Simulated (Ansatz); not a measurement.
# ZrGe2P4 monolayer in a perpendicular field, part 2 of 2

Wanted: the out-of-plane response of the ZrGe2P4 monolayer. A positive field points along +c.

Ansatz 0.2.0; plane-wave DFT, PBE-D3(BJ), Ansatz PAW (set soft_1); PAW set soft_1.

So far. Step 2 (Relaxing the slab): The lattice constant a goes from 3.580 to 3.682 Å.

## Step 3: Single point, field 0

A sawtooth potential applies the field, turning back in the middle of the vacuum. With the dipole correction the typed value is the field outside the slab. The induced dipole is small, so the SCF threshold is tight.

The cell differs from the one that the last finished run ended in (c 49.243 → 27.721 Å).

input.yaml

```yaml
crystal:
  lattice:
    - [3.6818591864, 0.0, 0.0]
    - [-1.8409295932, 3.1885835886, 0.0]
    - [0.0, 0.0, 27.7211313464]
  atoms:
    - { symbol: P, position: [0.0, 0.0, 0.3246620741] }
    - { symbol: Ge, position: [0.3333333333, 0.6666666667, 0.3622366913] }
    - { symbol: P, position: [0.3333333333, 0.6666666667, 0.4458077569] }
    - { symbol: Zr, position: [0.0, 0.0, 0.5] }
    - { symbol: P, position: [0.3333333333, 0.6666666667, 0.5541922431] }
    - { symbol: Ge, position: [0.3333333333, 0.6666666667, 0.6377633087] }
    - { symbol: P, position: [0.0, 0.0, 0.6753379259] }
kpoints:
  mp_grid: { grid: [18, 18, 1] }
  band_path:
    path: [[0, 0, 0], [0.5, 0, 0], [0.33333333, 0.33333333, 0], [0, 0, 0]]
    npoints: 16
hamiltonian:
  xc: pbe
  dispersion: d3bj
  pseudopotentials: { kind: paw, azcp: { folder: soft_1 } }
scf:
  occupations: { method: fermi_dirac, width: 0.02585 }
  convergence: { dr2_threshold: 1.0e-10 }
efield:
  axis: 3
  dipole_correction: true
  ramp_position: 0.97
  ramp_width: 0.06
  amplitude: 0
output:
  dos: { projected: true, e_range: [-6, 5] }
  write_potential: true
  write_density: true
  volumetric_format: npy
  elf: true
```

On the command line:

```
> ansatz run input.yaml --threads 2 --pin off --max-ram 3072MiB --backend cpu --events-out ev --progress --plain --runs-dir out
```

Numbers of over 12 decimals in the logs are rounded to 6 here.

Output:

```text
[...]
Crystal: 7 atoms, lattice volume = 325.444 Å³
Basis set: ecut = 420 eV, 6381 PW (Γ)
Bands: 37, of which v1, the nominal top of the filled ones, is band 30 counted from 1 (29 counted from 0)
Symmetry: 6 space group operations
k-points: 37 of 324 (time reversal used)
[...]
SCF iter   1: F=—  HF=-15801.903210 eV  |F-HF|=—  |Δ(HF+E_count)|=         —  Δρ=2.99e-2  dr2=5.97e0  ethr=3.10e-3  p=0.000 e·Å  D=2.70e-14 V/Å  ΔV_dip=-0.00 eV  dr2_dipole=3.14e-6  V_vac-E_F(+/−)=7.19/7.19 eV  ⟨swp⟩=9.4  Hψ=7094  notcnv=0
efield: sawtooth ramp at fractional position 0.9700 (set: `efield.ramp_position`, or a place that a band, a saddle search or an elastic batch's reference lends), width 0.0600; the density the first Hamiltonian is built on has a dipole p = 0.000 e·Å; the dipole correction subtracts the counter field D = 2.70e-14 V/Å, which shifts the + side's vacuum level by -0.00 eV against the − side's; the planar-averaged density in the ramp window peaks in size at 1.6e-7 e/Å³
[...]
SCF iter   2: F=—  HF=-15801.892041 eV  |F-HF|=—  |Δ(HF+E_count)|=   1.12e-2  Δρ=2.30e-2  dr2=4.98e0  ethr=3.10e-3  p=0.001 e·Å  D=3.29e-4 V/Å  ΔV_dip=-0.01 eV  dr2_dipole=3.33e-5  V_vac-E_F(+/−)=4.30/4.31 eV  ⟨swp⟩=4.9  Hψ=3748  notcnv=0  defer=54
[...]
SCF iter  15: F=-15800.675465 eV  HF=-15800.675465 eV  |F-HF|=2.36e-11  |Δ(HF+E_count)|=  1.09e-11  Δρ=5.79e-8  dr2=1.45e-11  ethr=1.00e-12  p=-0.000 e·Å  D=-6.97e-9 V/Å  ΔV_dip=0.00 eV  dr2_dipole=3.49e-14  V_vac-E_F(+/−)=5.58/5.58 eV  ⟨swp⟩=2.0  Hψ=2628  notcnv=0
SCF 1 converged in 15 iterations: F = -15800.675465 eV  dr2 = 1.45e-11
[...]
NSCF: frozen V_eff on 49 k-points
efield: sawtooth ramp at fractional position 0.9700 (kept from the solve that this one continues, or follows in the run), width 0.0600; the density the first Hamiltonian is built on has a dipole p = -0.000 e·Å; the dipole correction subtracts the counter field D = -6.97e-9 V/Å, which shifts the + side's vacuum level by +0.00 eV against the − side's; the planar-averaged density in the ramp window peaks in size at 1.6e-7 e/Å³
WARN: The output density's exchange-correlation potential varies sharply where the density is thin. Do not read a vacuum level from v_tot or v_xc, or from such a field of the output density. On a cell that repeats whose density bears no net charge and no dipole along the vacuum's axis use v_es (v_loc + v_h of the components); under efield.dipole_correction with no amplitude use v_es + v_field, which holds any externa [...]
SCF converged after 15 iterations
Free energy (F): -15800.675465 eV
[...]
Internal energy: -15800.674403 eV  (E = F + TS)
E sigma→0 (E₀):  -15800.674934 eV
Entropy (-TS):   -0.001063 eV (-0.152 meV/atom)
Fermi energy:    0.466713 eV
Dipole field:    D = -0.000000 V/Å  (p = -0.000000 e·Å, saw-weighted, corrected)
Work function:   Φ+ = 5.5821 eV   Φ− = 5.5821 eV
Levels:          The Fermi level and band energies are counted from a zero that moves with the ramp; work functions are not
[...]
--- Band table (eV; the first three rows and the last of 37) ---
  k-point 0: bands = [... 26 lower, -0.2589, -0.0478, 0.4398, 0.4398, 1.3133, 2.2872, 2.6509, 3.5855, ... 3 higher]
  k-point 1: bands = [... 26 lower, -0.3215, -0.0889, 0.3828, 0.3831, 1.4071, 2.5895, 2.8371, 3.5487, ... 3 higher]
  k-point 2: bands = [... 26 lower, -0.4510, -0.1999, 0.2292, 0.2364, 1.4485, 2.9206, 2.9853, 3.7063, ... 3 higher]
  k-point 36: bands = [... 26 lower, -1.8165, -1.6013, -0.6564, 0.1055, 1.9167, 2.3489, 2.9986, 3.1824, ... 3 higher]
```

Run time: 56 s. Hardware: 2 threads of Arm Neoverse V1, shared host; peak memory 0.8 GiB.

The column dr2 measures how far the density is from self-consistency, as an energy; F and HF (Harris–Foulkes) agree once it is small.

This step gave:

| Property | Result |
| --- | --- |
| energy at zero smearing | -15800.6749 eV |
| dipole along the normal | -3.67e-7 e·Å |
| gap along the path | 0.05096 eV |
| smallest direct gap along the path | 0.1201 eV |
| ionisation energy, upper face | 5.609 eV |
| electron affinity, upper face | 5.558 eV |
| gap, the smaller of path and mesh | 0.05096 eV |

Running mean over a fixed 2.7 Å (it still follows the layers) of the planar mean; the ramp of the sawtooth is left out. Table of electron's electrostatic potential energy less the Fermi level by z:

z (Å), electron's electrostatic potential energy less the Fermi level (eV) and a bar from the least value:
```
        4       5.58 ##############################
        5       5.58 ##############################
        6       5.53 ##############################
        7       4.74 ############################
        8       0.30 ##################
        9      -4.02 #########
       10      -4.55 ########
       11      -2.40 ############
       12      -2.87 ###########
       13      -7.39 ##
       14      -8.09 
       15      -6.17 ####
       16      -2.46 ############
       17      -2.73 ############
       18      -5.06 #######
       19      -3.04 ###########
       20       1.80 ######################
       21       5.20 #############################
       22       5.56 ##############################
       23       5.58 ##############################
       24       5.58 ##############################
```

The density of states has structure finer than the step of the table below, so its rows give means over 0.2 eV, whole bins alone (the curve runs from -6 to 2.02 eV). Peaks (eV: height): -4.21: 9.34, -2.94: 16.9, -1.56: 8.42, -1.12: 9.29, -0.95: 9.22, -0.87: 12.5, -0.65: 10.3.

Density of states against energy, zero at the Fermi level of the run, which the smearing sets inside the gap; means over each step:

| energy (eV) | density of states (states/eV a cell) |
| --- | --- |
| -5.8 | 0.404 |
| -5.6 | 0.400 |
| -5.4 | 0.433 |
| -5.2 | 0.476 |
| -5.0 | 0.719 |
| -4.8 | 0.551 |
| -4.6 | 0.596 |
| -4.4 | 2.55 |
| -4.2 | 5.40 |
| -4.0 | 1.77 |
| -3.8 | 3.90 |
| -3.6 | 4.62 |
| -3.4 | 2.77 |
| -3.2 | 3.64 |
| -3.0 | 7.08 |
| -2.8 | 3.61 |
| -2.6 | 5.60 |
| -2.4 | 3.68 |
| -2.2 | 3.70 |
| -2.0 | 4.48 |
| -1.8 | 6.18 |
| -1.6 | 7.11 |
| -1.4 | 5.07 |
| -1.2 | 3.73 |
| -1.0 | 6.70 |
| -0.8 | 7.87 |
| -0.6 | 5.92 |
| -0.4 | 3.15 |
| -0.2 | 1.62 |
| 0.0 | 0.368 |
| 0.2 | 0.954 |
| 0.4 | 1.80 |
| 0.6 | 2.86 |
| 0.8 | 1.93 |
| 1.0 | 1.56 |
| 1.2 | 0.460 |
| 1.4 | 0.199 |
| 1.6 | 1.01 |
| 1.8 | 2.69 |

Projected DOS per atom over height of the atomic layer and energy from the Fermi level. Layers: P Ge P Zr P Ge P from below.

Values in states/eV, 22 rows by 7 columns, each cell a mean:
```
0.48 0.43 0.16 0.38 0.16 0.43 0.48
0.06 0.05 0.02 0.12 0.02 0.05 0.06
0.08 0.04 0.04 0.63 0.04 0.04 0.08
0.13 0.10 0.10 1.67 0.10 0.10 0.13
0.08 0.08 0.10 1.09 0.10 0.08 0.08
0.04 0.01 0.13 0.26 0.13 0.01 0.04
0.25 0.03 0.86 0.49 0.86 0.03 0.25
0.91 0.12 1.84 1.32 1.84 0.12 0.91
1.02 0.22 0.97 0.90 0.97 0.22 1.02
1.14 0.36 0.81 0.79 0.81 0.36 1.14
1.27 0.42 0.91 0.69 0.91 0.42 1.27
0.61 0.38 0.67 0.49 0.67 0.38 0.61
0.80 0.59 0.58 0.64 0.58 0.59 0.80
0.71 0.56 0.79 0.71 0.79 0.56 0.71
0.45 0.36 0.58 0.42 0.58 0.36 0.45
0.61 0.58 0.77 0.53 0.77 0.58 0.61
0.39 0.43 0.37 0.23 0.37 0.43 0.39
0.54 0.61 0.53 0.33 0.53 0.61 0.54
0.11 0.09 0.06 0.01 0.06 0.09 0.11
0.11 0.10 0.08 0.02 0.08 0.10 0.11
0.08 0.08 0.04 0.02 0.04 0.08 0.08
0.08 0.08 0.03 0.02 0.03 0.08 0.08
```
Columns: height of the atomic layer (Å) from 9 to 18.7 (not evenly spaced); rows upwards: energy from the Fermi level (eV) from -5.96 to 1.96.

Electronic bands along the path, in eV, zero at the Fermi level of the run, which the smearing sets inside the gap:

| point | band 27 | band 28 | band 29 | band 30 | band 31 | band 32 | band 33 | band 34 |
| --- | --- | --- | --- | --- | --- | --- | --- | --- |
| Γ | -0.73 | -0.51 | -0.03 | -0.03 | 0.85 | 1.82 | 2.18 | 3.12 |
| halfway | -1.24 | -0.78 | -0.76 | -0.71 | 0.58 | 2.01 | 2.06 | 3.06 |
| M | -1.43 | -1.32 | -1.23 | -0.10 | 0.02 | 1.58 | 1.60 | 2.73 |
| halfway | -1.75 | -1.48 | -1.01 | -0.62 | 0.73 | 2.10 | 2.84 | 3.22 |
| K | -2.28 | -2.07 | -1.12 | -0.36 | 1.45 | 1.88 | 2.53 | 2.72 |
| halfway | -1.59 | -0.89 | -0.79 | -0.69 | 0.61 | 2.59 | 3.06 | 3.26 |
| Γ | -0.73 | -0.51 | -0.03 | -0.03 | 0.85 | 1.82 | 2.18 | 3.12 |

Valence density in the ca plane at fractional y = 0.667, with atoms of Ge and P within 0.2 Å of it. It is the smooth field of the valence electrons, not physical close to the nuclei.

Ten steps, logarithmic in the rise over the least value, from '0' (0 e/Å³) to '9' (29 e/Å³), each cell a mean:
```
00000000000000000000111100000001111111000000
00000000000000000001111100000000111110000000
00000000000000000000111110000011111111100000
00000000000000000000111111001111111111111001
00000000000000000000012332111222211112222112
00000000000000000000014885222212211122122223
00000000000000000000015996222101211122112224
00000000000000000000013774222222211122222223
00000000000000000000012222111222211112221111
00000000000000000000111111000111111111111000
```
Columns run along c (16.0 Å, from fractional 0.05 to 0.63 of the cell), rows up along a (3.7 Å). Atoms in or near the plane, at fractional coordinates: Ge at (0.36, 0.33), P at (0.45, 0.33), P at (0.55, 0.33).

ELF in the ca plane at fractional y = 0.667, with atoms of Ge and P within 0.2 Å of it. It is the smooth field of the valence electrons, not physical close to the nuclei.

Ten even steps from '0' (0.00) to '9' (0.86), each cell a mean:
```
00000136777776421013442121134421013567777652
00000246887765410001221122112210012566788753
00000135777776531124653111246531124677777642
00000012455676543468997312589875345667654310
00000000123554445788899523899888644455421100
00000000012432236894248634762279742234310000
00000000002332426993016634730069742424310000
00000000012442236895358634873379742234310000
00000001124555445688999523799887644456532100
00000013456776543357996211489864335677665421
```
Columns run along c (16.0 Å, from fractional 0.18 to 0.76 of the cell), rows up along a (3.7 Å). Atoms in or near the plane, at fractional coordinates: Ge at (0.36, 0.33), P at (0.45, 0.33), P at (0.55, 0.33), Ge at (0.64, 0.33).

Electrostatic potential energy in the ca plane at fractional y = 0.667, with atoms of Ge and P within 0.2 Å of it. With pseudopotentials it is smooth inside the atoms' cores, unlike the true potential.

Ten even steps from '0' (-44 eV) to '9' (6 eV), each cell a mean:
```
99999999999999999999888899999999876788999999
99999999999999999998888999999999876788999999
99999999999999999999888899999999877788999999
99999999999999999999988778899888888888888998
99999999999999999999986445787434788885346886
99999999999999999999874444674000489861003774
99999999999999999999864554573000389850002664
99999999999999999999874444685101589862003774
99999999999999999999986556887545788886457886
99999999999999999999888888999888888888889998
```
Columns run along c (16.0 Å, from fractional 0.05 to 0.63 of the cell; values clipped at the 3rd and 97th percentile), rows up along a (3.7 Å). Atoms in or near the plane, at fractional coordinates: Ge at (0.36, 0.33), P at (0.45, 0.33), P at (0.55, 0.33).

The gap is 0.05 eV, with the valence edge 5.61 eV and the conduction edge 5.56 eV under the upper vacuum level.

## Step 4: Single point, field 0.1 V/Å

input.yaml: that of step 3 with these lines changed.

```diff
@@ -28,7 +28,6 @@
   dipole_correction: true
-  ramp_position: 0.97
-  ramp_width: 0.06
-  amplitude: 0
+  ramp_position: 0.9556
+  ramp_width: 0.0887
+  amplitude: 0.1
 output:
-  dos: { projected: true, e_range: [-6, 5] }
   write_potential: true
@@ -36,2 +35 @@
   volumetric_format: npy
-  elf: true
```

Output:

```text
[...]
Crystal: 7 atoms, lattice volume = 325.444 Å³
Basis set: ecut = 420 eV, 6381 PW (Γ)
Bands: 37, of which v1, the nominal top of the filled ones, is band 30 counted from 1 (29 counted from 0)
Symmetry: 6 space group operations
k-points: 37 of 324 (time reversal used)
[...]
k-point 0: bands = [... 26 lower, -0.2577, -0.0482, 0.4396, 0.4396, 1.3129, 2.2863, 2.6514, 3.5828, ... 3 higher]
  k-point 1: bands = [... 26 lower, -0.3204, -0.0892, 0.3826, 0.3828, 1.4068, 2.5880, 2.8380, 3.5449, ... 3 higher]
  k-point 2: bands = [... 26 lower, -0.4506, -0.2001, 0.2290, 0.2360, 1.4482, 2.9157, 2.9895, 3.6938, ... 3 higher]
  k-point 36: bands = [... 26 lower, -1.8167, -1.6018, -0.6568, 0.1056, 1.9163, 2.3484, 2.9983, 3.1816, ... 3 higher]
[key lines of the parts left out:]
SCF converged after 14 iterations
Free energy (F): -15800.679262 eV
Fermi energy:    0.466439 eV
Dipole field:    D = 0.042226 V/Å  (p = 0.075945 e·Å, saw-weighted, corrected)
```

Elapsed: 52 s, on 2 threads; peak memory 0.78 GiB.

The dipole is 0.0759 e·Å, and the gap 0.051 eV.

## Step 5: Single point, field -0.1 V/Å

input.yaml: that of step 4 with these lines changed.

```diff
@@ -30,3 +30,3 @@
   ramp_width: 0.0887
-  amplitude: 0.1
+  amplitude: -0.1
 output:
```

Output:

```text
[...]
Crystal: 7 atoms, lattice volume = 325.444 Å³
Basis set: ecut = 420 eV, 6381 PW (Γ)
Bands: 37, of which v1, the nominal top of the filled ones, is band 30 counted from 1 (29 counted from 0)
Symmetry: 6 space group operations
k-points: 37 of 324 (time reversal used)
[...]
k-point 0: bands = [... 26 lower, -0.2578, -0.0484, 0.4394, 0.4394, 1.3128, 2.2861, 2.6512, 3.5826, ... 3 higher]
  k-point 1: bands = [... 26 lower, -0.3206, -0.0893, 0.3824, 0.3826, 1.4066, 2.5878, 2.8378, 3.5448, ... 3 higher]
  k-point 2: bands = [... 26 lower, -0.4507, -0.2003, 0.2288, 0.2359, 1.4481, 2.9156, 2.9893, 3.6937, ... 3 higher]
  k-point 36: bands = [... 26 lower, -1.8169, -1.6020, -0.6569, 0.1055, 1.9162, 2.3482, 2.9982, 3.1815, ... 3 higher]
[key lines of the parts left out:]
SCF converged after 15 iterations
Free energy (F): -15800.679262 eV
Fermi energy:    0.466276 eV
Dipole field:    D = -0.042224 V/Å  (p = -0.075941 e·Å, saw-weighted, corrected)
```

The job ended after 51 s (2 threads; peak memory 0.78 GiB).

The dipole is -0.0759 e·Å, and the gap 0.051 eV.

## Step 6: Response, atoms held

This step: plane-wave DFT, PBE-D3(BJ), Ansatz PAW (set soft_1); response to a field along the normal, atoms held; PAW set soft_1 (Ansatz 0.2.0).

The dipoles give the slope, and the difference of two potentials shows where the field is screened.

This step gave:

```
equivalent conductor thickness p/(ε₀AE) : 11.71 Å
distance between the outer atoms        : 9.721 Å
```

The dipole of the cell by applied field:

| applied field (V/Å) | dipole of the cell (e·Å) |
| --- | --- |
| -0.1000 | -0.0759 |
| 0.0000 | -3.7e-7 |
| 0.1000 | 0.0759 |

Local field over the applied field, running mean. From the potentials at -0.1 and 0.1 V/Å; running mean over 2.5 Å. Local field over applied field against z:

| z (Å) | local field over applied field |
| --- | --- |
| 4.5 | 0.998 |
| 5.0 | 0.995 |
| 5.5 | 0.985 |
| 6.0 | 0.960 |
| 6.5 | 0.901 |
| 7.0 | 0.784 |
| 7.5 | 0.621 |
| 8.0 | 0.444 |
| 8.5 | 0.269 |
| 9.0 | 0.132 |
| 9.5 | 0.0697 |
| 10.0 | 0.0565 |
| 10.5 | 0.0553 |
| 11.0 | 0.0647 |
| 11.5 | 0.0614 |
| 12.0 | 0.0363 |
| 12.5 | 0.0267 |
| 13.0 | 0.0304 |
| 13.5 | 0.0219 |
| 14.0 | 0.0174 |
| 14.5 | 0.0283 |
| 15.0 | 0.0285 |
| 15.5 | 0.0289 |
| 16.0 | 0.0510 |
| 16.5 | 0.0668 |
| 17.0 | 0.0587 |
| 17.5 | 0.0549 |
| 18.0 | 0.0609 |
| 18.5 | 0.0951 |
| 19.0 | 0.201 |
| 19.5 | 0.365 |
| 20.0 | 0.543 |
| 20.5 | 0.716 |
| 21.0 | 0.856 |
| 21.5 | 0.939 |
| 22.0 | 0.977 |
| 22.5 | 0.992 |
| 23.0 | 0.997 |
| 23.5 | 0.999 |

The induced electron density oscillates, so the rows of the table below give means over windows of 1 Å about each position, cut where the curve ends. Its maxima inside the range that stand out by 2 % of the span (Å: e/Å³ per V/Å): 7.9: 0.00355, 9.2: 8.5e-4, 11.1: 6.7e-4, 12.4: 8.9e-4, 14.4: 0.00115, 15.9: 6.0e-5, 17.5: 0.00142, 18.8: -6.3e-4. Its minima: 9.0: 6.3e-4, 10.3: -0.00142, 11.8: -6.0e-5, 13.3: -0.00115, 15.3: -8.9e-4, 16.6: -6.7e-4, 18.5: -8.5e-4, 19.8: -0.00355.

Electrons, planar mean, per unit field. Induced electron density against z; means over each step:

| z (Å) | induced electron density (e/Å³ per V/Å) |
| --- | --- |
| 5 | 2.6e-5 |
| 6 | 2.2e-4 |
| 7 | 0.00138 |
| 8 | 0.00304 |
| 9 | 8.8e-4 |
| 10 | -6.3e-4 |
| 11 | 3.1e-4 |
| 12 | 3.3e-4 |
| 13 | -3.3e-4 |
| 14 | 2.9e-4 |
| 15 | -1.8e-4 |
| 16 | -2.3e-4 |
| 17 | 1.3e-4 |
| 18 | 1.1e-4 |
| 19 | -0.00136 |
| 20 | -0.00296 |
| 21 | -8.7e-4 |
| 22 | -1.3e-4 |
| 23 | -1.4e-5 |

The smaller of the gaps on the path and on the k-mesh, counted as 0 under 0.03 eV. The gap stays at 0.0509 eV for applied field from -0.1 to 0.1 V/Å.

By hand: between -0.1 and 0.1 V/Å the dipole changes by 0.1519 e·Å, a slope of 0.7594 e·Å²/V. A perfect conductor of thickness t has p = ε₀AEt, so t = 180.95 × 0.7594 / 11.740 = 11.71 Å (e/ε₀ = 180.95 V·Å, A in Å²).

The induced dipole is that of a conductor 11.71 Å thick.

## Step 7: Outcome

| Item | Value |
| --- | --- |
| gap without field | 0.0510 eV |
| ionisation energy, upper face | 5.61 eV |
| electron affinity, upper face | 5.56 eV |
| equivalent conductor thickness, atoms held | 11.7 Å |

The induced dipole equals that of a perfect conductor 11.71 Å thick, while the outer atoms lie 9.72 Å apart; an out-of-plane ε follows only once a thickness t is chosen, by 1 − 1/ε = 11.71 Å / t. The gap stays within 0.01 eV of 0.05 eV over the fields run, up to 0.1 V/Å in size. Semilocal functionals give gaps that are too small, and excitons are not included. Spin-orbit coupling is left out. The outer anions sit over the metal atoms, one of several polytypes of such layers and not the lowest for every compound.

[Logs are printed without paths, hosts, clocks, repeated set-up lines and the standing remarks that a program may print on its own settings, such as how far it seeks lower states.]

[Hosts, paths, dates, database ids (printed as entryN), source tags and the programs' standing remarks are cut or masked in the printed files.]

[Maps of the electrostatic potential energy from Ansatz leave out the sawtooth potential of an applied field or a dipole correction, so their vacuum need not be flat; planar profiles and work functions include it.]

[The density of states shown here was stored with 400 of the rows of the run's finer table, so its peaks can read low, often by over a quarter, or be missed, and its means over a window can be off by a tenth or more.]
